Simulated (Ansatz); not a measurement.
# TiAl3 (Pmm2) in Ansatz: further runs, part 2 of 3

Ansatz 0.2.0. The steps go on from the part before.

### Step 3. Relaxation of cell and atoms, PBEsol, target pressure 2 GPa, at which the enthalpy is minimised

The input, input.yaml:

```yaml
crystal:
  lattice:
    - [2.839677, 0.0, 0.0]
    - [0.0, 4.681264, 0.0]
    - [0.0, 0.0, 4.900742]
  atoms:
    - { symbol: Ti, position: [0.0, 0.5, 0.165916] }
    - { symbol: Al, position: [0.0, 0.0, 0.8359] }
    - { symbol: Al, position: [0.5, 0.0, 0.330912] }
    - { symbol: Al, position: [0.5, 0.5, 0.667271] }
hamiltonian:
  xc: pbesol
  pseudopotentials: { kind: paw }
kpoints:
  mp_grid: { grid: [9, 6, 6] }
scf:
  occupations: { method: fermi_dirac, width: 0.05 }
output:
  forces: true
  stress: true
  eigenvalues: true
relax:
  f_tol: 0.01
  max_steps: 40
  cell: { stress_tol: 0.05, p_target: 2.0 }
```

Potentials or basis: Ansatz PAW.

Run with:

```console
$ ansatz run input.yaml --threads 2 --pin off --max-ram 5632MiB --backend cpu --events-out ev --progress --plain --runs-dir out
```

The program printed:

```text
Warning: RAYON_NUM_THREADS=2 ignored (pool sized by the plan → 2); use --threads N
Engine: ansatz 0.2.0, x86_64-unknown-linux-gnu
Pseudopotentials: kind: paw
Pseudopotential: Ti, paw, valence charge 12, recommended cutoff 420 eV (normal), Ti.paw.azcp
Pseudopotential: Al, paw, valence charge 3, recommended cutoff 420 eV (normal), Al.paw.azcp
Functional definition: PBEsol
  exchange = pbesol_x
  correlation = pbesol_c
Crystal: 4 atoms, lattice volume = 65.147 Å³
Basis set: ecut = 420 eV, 1279 PW (Γ), exchange–correlation on 40×64×72 points (8 copies of the dense FFT grid, shifted against one another)
Bands: 15, of which v1, the nominal top of the filled ones, is band 11 counted from 1 (10 counted from 0)
Symmetry: 4 space group operations
Space group: Pmm2 (ITA 25), of the structure as read, at distance tolerance 4.0e-5 Å
k-points: 80 of 324 (time reversal used)
Non-local potential: Ti, projectors of the file, l = 0: 3, l = 1: 2, l = 2: 3, l = 3: 1
Non-local potential: Al, projectors of the file, l = 0: 2, l = 1: 2, l = 2: 1
PAW form: soft (Blöchl's): semilocal exchange-correlation on the pseudo side does not see the compensation charge
PAW frozen core: Ti, regenerated for the run's functional, and the local potential with it (the file was generated under x = pbe(κ = 0.804, μ = 0.2195149727645171), c = pbe(β = 0.06672455060314922))
PAW frozen core: Al, regenerated for the run's functional, and the local potential with it (the file was generated under x = pbe(κ = 0.804, μ = 0.2195149727645171), c = pbe(β = 0.06672455060314922))
PAW one-centre angular grid: Ti, 590 points (default); XC on 64 Gauss nodes
PAW one-centre angular grid: Al, 110 points (default); XC on 64 Gauss nodes
Initial density: superposition of atomic densities (neutral atoms: chi_scale 0, normalization atom), corrected by the library's trained network
Initial wavefunctions: pseudopotential atomic-orbital guess
Functional: x = pbesol(κ = 0.804, μ = 0.12345679012345678), c = pbesol(β = 0.046)
SCF iter   1: F=—  HF=-4048.515049 eV  |F-HF|=—  |Δ(HF+E_count)|=         —  Δρ=3.65e-3  dr2=1.29e-2  ethr=1.77e-3  ⟨swp⟩=6.1  Hψ=7240  notcnv=0
preconditioner: auto → Kerker (q_TF=auto, 2.259 Å⁻¹)  [metal: Δε(μ)=0.002 eV  Ē_g=5.276 eV  σ=0.050 eV  W_gap=0.01  n_scr=10 (ndim 8)  ℏωp=16.6 eV  f_vac=0.000  D(μ)=2.60/eV (n_scr^D=22)]
SCF iter   2: F=—  HF=-4048.512588 eV  |F-HF|=—  |Δ(HF+E_count)|=   2.46e-3  Δρ=1.94e-3  dr2=4.35e-3  ethr=6.14e-5  ⟨swp⟩=2.0  Hψ=2083  notcnv=0
SCF iter   3: F=—  HF=-4048.511466 eV  |F-HF|=—  |Δ(HF+E_count)|=   1.12e-3  Δρ=2.63e-4  dr2=9.61e-5  ethr=2.07e-5  ⟨swp⟩=2.1  Hψ=1595  notcnv=0
SCF iter   4: F=—  HF=-4048.511423 eV  |F-HF|=—  |Δ(HF+E_count)|=   4.31e-5  Δρ=4.43e-5  dr2=1.18e-6  ethr=4.57e-7  ⟨swp⟩=2.1  Hψ=1625  notcnv=0
iter 5 did not close the SCF: its close was put off for the readings that it lacked (scf_convergence_deferred on its scf_iter line)
SCF iter   5: F=-4048.511422 eV  HF=-4048.511423 eV  |F-HF|=5.32e-8  |Δ(HF+E_count)|=   2.86e-7  Δρ=1.17e-5  dr2=8.15e-8  ethr=5.60e-9  ⟨swp⟩=2.4  Hψ=1986  notcnv=0
SCF iter   6: F=-4048.511422 eV  HF=-4048.511423 eV  |F-HF|=3.82e-9  |Δ(HF+E_count)|=   2.63e-8  Δρ=2.63e-6  dr2=5.07e-9  ethr=3.88e-10  ⟨swp⟩=2.1  Hψ=4437  notcnv=0
SCF 1 converged in 6 iterations: F = -4048.511422 eV  dr2 = 5.07e-9
[... 66 lines left out ...]
SCF converged after 6 iterations
Free energy (F): -4048.529645 eV
Harris-Foulkes:  -4048.529645 eV  (|F-HF|=6.37e-12)
Internal energy: -4048.510208 eV  (E = F + TS)
E sigma→0 (E₀):  -4048.519926 eV
Entropy (-TS):   -0.019437 eV (-4.859 meV/atom)
Fermi energy:    9.752891 eV
--- Per-component energies (eV) ---
  E_band       = -147.280680
  E_kinetic    = 345.154282
  E_local      = -1283.812717  (includes V_loc(G=0)·N_el)
  E_nonlocal   = 41.780758
  E_hartree    = 571.759747
  E_xc         = -216.719728
  E_vxc        = -211.316069  (∫ρ·V_xc dr)
  E_paw        = -2387.697250  (= ΣΔE_a)
  E_vpaw       = -182.606557  (= ΣTr[D̂ρ^β])
  E_aug_tail   = 0.000110  (compensation charges beyond the density's cutoff)
  E_ewald      = -1119.172211
  E_core_change = 0.196801  (= ΣΔE_core)
  E_smearing   = -0.019437  (= −TS)
  E_closure    = -0.000000  (closes the sum)
  Σ components = -4048.529645   (vs F -4048.529645, Δ=0.00e0)
--- Forces (eV/Å), atoms counted from 1 ---
  atom   1  Ti     0.00000000     0.00000000     0.00407979
  atom   2  Al     0.00000000     0.00000000    -0.00198042
  atom   3  Al     0.00000000     0.00000000    -0.00136475
  atom   4  Al     0.00000000     0.00000000    -0.00073352
  max |Σ_I F_I| component: 1.10e-6 eV/Å
--- Stress (GPa, compression-positive) ---
        1.970142       0.000000       0.000000
        0.000000       1.994616       0.000000
        0.000000       0.000000       1.963664
  P = ⅓ Tr σ = 1.9761 GPa (19.761 kbar)
--- Band table (eV; the first three rows and the last of 80) ---
  k-point 0: bands = ["-46.3549", "-22.8056", "-22.7997", "-22.3508", "-0.5990", "4.4730", "5.7656", "6.1062", "7.0033", "8.8471", "9.2870", "12.3924", "12.3978", "12.4703", "12.4768"]
  k-point 1: bands = ["-46.3549", "-22.8063", "-22.7997", "-22.3508", "-0.4290", "3.5912", "6.0128", "6.1224", "7.8908", "8.7806", "9.1583", "11.7371", "12.3496", "12.3704", "12.4731"]
  k-point 2: bands = ["-46.3549", "-22.8077", "-22.7996", "-22.3508", "0.0538", "2.3104", "6.1565", "6.5877", "8.3729", "8.6489", "9.1527", "11.9164", "12.1572", "12.3277", "12.4787"]
  k-point 79: bands = ["-46.2780", "-22.9313", "-22.7335", "-22.7306", "5.3837", "5.6338", "5.6542", "7.4260", "7.4294", "7.5871", "8.6265", "10.0855", "10.8298", "11.9328", "12.3063"]
--- Relaxed structure (5 steps of the walk, 5 accepted, 1 SCFs on fresh bases) ---
  F+E_penalty+E_count = -4048.52964465 eV   max|allowed force component| = 4.080e-3 eV/Å   (the final SCF, on the basis selected at the relaxed cell)
  cell:  # Å, volume = 62.4310 Å³
    - [2.7479245784799446, 0.0, 0.0]
    - [0.0, 4.656610083919634, 0.0]
    - [0.0, 0.0, 4.878942318130469]
  atoms:
    - { symbol: Ti, position: [0.0, 0.5, 0.16256048119652167] }
    - { symbol: Al, position: [0.0, 0.0, 0.8404932185386915] }
    - { symbol: Al, position: [0.5, 0.0, 0.3342666075161626] }
    - { symbol: Al, position: [0.5, 0.5, 0.6626786927486242] }
```

Run time: 17 s. Hardware: 2 threads of Intel Xeon Platinum 8375C at 2.90GHz (Ice Lake), shared host; peak memory 0.45 GiB.

Results:

```yaml
Free_energy: -4048.5296 eV
Relaxed_volume: 15.61 Å³/atom
Relaxed_cell: a = 2.748 Å, b = 4.657 Å, c = 4.879 Å, α = 90.00°, β = 90.00°, γ = 90.00°
Space_group_after_relaxing_to_0.05_Å: Pmm2 (No. 25)
Energy_change_on_relaxing_the_enthalpy_is_what_falls: -4.6 meV/atom
Ionic_steps: 6
Pressure_after_relaxing: 2.0 GPa
Largest_force_after_relaxing: 0.004 eV/Å
Band_gap_on_the_k_mesh: none (metal or under the smearing width)
```

Forces on the atoms (eV/Å):
```
Ti   0.000  0.000  0.004
Al   0.000  0.000 -0.002
Al   0.000  0.000 -0.001
Al   0.000  0.000 -0.001
```

Step by step:
```tsv
step	energy change (eV)	largest force (eV/Å)	volume (Å³)
1	0.0000	0.0490	65.15
2	0.0152	0.0740	60.86
3	-0.0192	0.0174	62.48
4	-0.0188	0.0163	62.43
5	-0.0188	0.0041	62.43
6	-0.0182	0.0041	62.43
```

Final structure:
```yaml
crystal:
  lattice:
    - [2.74792, 0.00000, 0.00000]
    - [0.00000, 4.65661, 0.00000]
    - [0.00000, 0.00000, 4.87894]
  atoms:
    - { symbol: Ti, position: [0.00000, 0.50000, 0.16256] }
    - { symbol: Al, position: [0.00000, 0.00000, 0.84049] }
    - { symbol: Al, position: [0.50000, 0.00000, 0.33427] }
    - { symbol: Al, position: [0.50000, 0.50000, 0.66268] }
```

Levels at points of the mesh, in eV from the Fermi level:
| k point | band 7 | band 8 | band 9 | band 10 | band 11 | band 12 | band 13 | band 14 | band 15 |
| --- | --- | --- | --- | --- | --- | --- | --- | --- | --- |
| (0.00, 0.00, 0.00) | -3.99 | -3.65 | -2.75 | -0.91 | -0.47 | 2.64 | 2.64 | 2.72 | 2.72 |
| (0.00, 0.00, -0.50) | -3.58 | -2.38 | -2.23 | -1.17 | -0.37 | 2.33 | 2.55 | 2.73 | 3.18 |
| (0.00, -0.50, 0.00) | -3.68 | -3.31 | -2.09 | -1.60 | -0.22 | 2.58 | 2.65 | 2.74 | 3.12 |
| (0.00, -0.50, -0.50) | -7.21 | -4.91 | -0.25 | -0.09 | 0.71 | 2.58 | 2.61 | 3.55 | 4.87 |

Caveat: the plane-wave basis is chosen anew once the cell has moved, so the energies of steps on either side of that aren't comparable; the PAW data sets come from PBE, with cores solved anew for the run's functional, which leaves a small shift of forces and pressure.

### Step 4. Relaxation of cell and atoms, PBEsol, target pressure 5 GPa, at which the enthalpy is minimised

input.yaml, as its differences from that of step 3:

```diff
@@ -24,2 +24,2 @@
   max_steps: 40
-  cell: { stress_tol: 0.05, p_target: 2.0 }
+  cell: { stress_tol: 0.05, p_target: 5.0 }
```

Run with:

```console
$ ansatz run input.yaml --threads 2 --pin off --max-ram 5632MiB --backend cpu --events-out ev --progress --plain --runs-dir out
```

Wall time 17 s (2 threads of Intel Xeon Platinum 8375C at 2.90GHz (Ice Lake), shared host); peak memory 0.48 GiB.

The run converged. Its results:

```yaml
Free_energy: -4048.4960 eV
Relaxed_volume: 15.22 Å³/atom
Relaxed_cell: a = 2.725 Å, b = 4.615 Å, c = 4.840 Å, α = 90.00°, β = 90.00°, γ = 90.00°
Space_group_after_relaxing_to_0.05_Å: Pmm2 (No. 25)
Energy_change_on_relaxing_the_enthalpy_is_what_falls: +3.8 meV/atom
Ionic_steps: 6
Pressure_after_relaxing: 5.0 GPa
Largest_force_after_relaxing: 0.004 eV/Å
Band_gap_on_the_k_mesh: none (metal or under the smearing width)
```

Forces in eV/Å, atoms in the order of the input:
```
Ti   0.000  0.000 -0.001
Al   0.000  0.000 -0.001
Al   0.000  0.000  0.004
Al   0.000  0.000 -0.002
```

Step by step:
| step | energy change (eV) | largest force (eV/Å) | volume (Å³) |
| --- | --- | --- | --- |
| 1 | 0.0000 | 0.0490 | 65.15 |
| 2 | 0.1155 | 0.0862 | 58.68 |
| 3 | 0.0098 | 0.0229 | 61.04 |
| 4 | 0.0145 | 0.0104 | 60.87 |
| 5 | 0.0145 | 0.0042 | 60.87 |
| 6 | 0.0154 | 0.0041 | 60.87 |

Final structure:
```yaml
crystal:
  lattice:
    - [2.72516, 0.00000, 0.00000]
    - [0.00000, 4.61500, 0.00000]
    - [0.00000, 0.00000, 4.83967]
  atoms:
    - { symbol: Ti, position: [0.00000, 0.50000, 0.16273] }
    - { symbol: Al, position: [0.00000, 0.00000, 0.84026] }
    - { symbol: Al, position: [0.50000, 0.00000, 0.33441] }
    - { symbol: Al, position: [0.50000, 0.50000, 0.66259] }
```

Levels at points of the mesh, in eV from the Fermi level:
```
             k point  band 7  band 8  band 9  band 10  band 11  band 12  band 13  band 14  band 15
  (0.00, 0.00, 0.00)   -4.02   -3.71   -2.76    -0.94    -0.48     2.72     2.74     2.77     2.80
 (0.00, 0.00, -0.50)   -3.66   -2.38   -2.24    -1.17    -0.38     2.39     2.63     2.81     3.25
 (0.00, -0.50, 0.00)   -3.75   -3.33   -2.11    -1.62    -0.22     2.66     2.73     2.84     3.20
(0.00, -0.50, -0.50)   -7.29   -4.96   -0.26    -0.10     0.71     2.66     2.68     3.59     4.98
```

Caveat: the plane-wave basis is chosen anew once the cell has moved, so the energies of steps on either side of that aren't comparable; the PAW data sets come from PBE, with cores solved anew for the run's functional, which leaves a small shift of forces and pressure.

[end of part 2 of 3]
